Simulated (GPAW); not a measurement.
Runs of GPAW 26.7.0 on FeO (Wuestite). It takes space group Fm-3m (No. 225, cubic). Conventional cell: a = 4.311 Å, b = 4.311 Å, c = 4.311 Å, α = 90.00°, β = 90.00°, γ = 90.00°. Around Fe (site symmetry m-3m) lie 6 O at 2.16 Å. O (site symmetry m-3m) has 6 Fe at 2.16 Å as nearest neighbours. 

```tsv
task	level	potentials or basis	U	k mesh	cutoff (eV)	maxiter	band path	band points	convergence	pressure (GPa)	moment (μB)
band structure	PBEsol+U	PAW data sets generated in the run's folder for this functional, pw	Fe d U = 4 eV	11 × 11 × 11	800	150	GXWKGLUWLK,UX	100	-	-5.3	4.02
band structure	PBEsol+U	PAW data sets generated in the run's folder for this functional, pw	Fe d U = 2 eV	11 × 11 × 11	800	150	GXWKGLUWLK,UX	100	-	-6.4	4.00
band structure	PBEsol+U	PAW data sets generated in the run's folder for this functional, pw	Fe d U = 1 eV	11 × 11 × 11	800	150	GXWKGLUWLK,UX	100	-	(b)	4.00
single point	PBE+U	GPAW PAW data sets (gpaw-data 1.2.1), pw	Fe d U = 3 eV	9 × 9 × 9	600	120	-	-	default	-2.6	4.00
band structure	PBEsol+U	PAW data sets generated in the run's folder for this functional, pw	Fe d U = 3 eV	11 × 11 × 11	800	150	GXWKGLUWLK,UX	100	-	-5.8	4.01
band structure	PBEsol	PAW data sets generated in the run's folder for this functional, pw	-	11 × 11 × 11	800	150	GXWKGLUWLK,UX	100	-	(a)	4.00
band structure	PBEsol+U	PAW data sets generated in the run's folder for this functional, pw	Fe d U = 6 eV	11 × 11 × 11	800	150	GXWKGLUWLK,UX	100	-	-4.1	4.02
band structure	PBEsol+U	PAW data sets generated in the run's folder for this functional, pw	Fe d U = 8 eV	11 × 11 × 11	800	150	GXWKGLUWLK,UX	100	-	-2.4	4.04
```

Alike in all rows: spin collinear, ferromagnetic start; cell as given; smearing fermi-dirac 0.05 eV.

Fill in the values left out.

(a) -7.0; (b) -6.7.

Caveats: a cell with one magnetic atom can't hold antiferromagnetic order, which such compounds often take; the cutoff is short for stress and forces, so pressures can be off by a GPa or more (some runs).
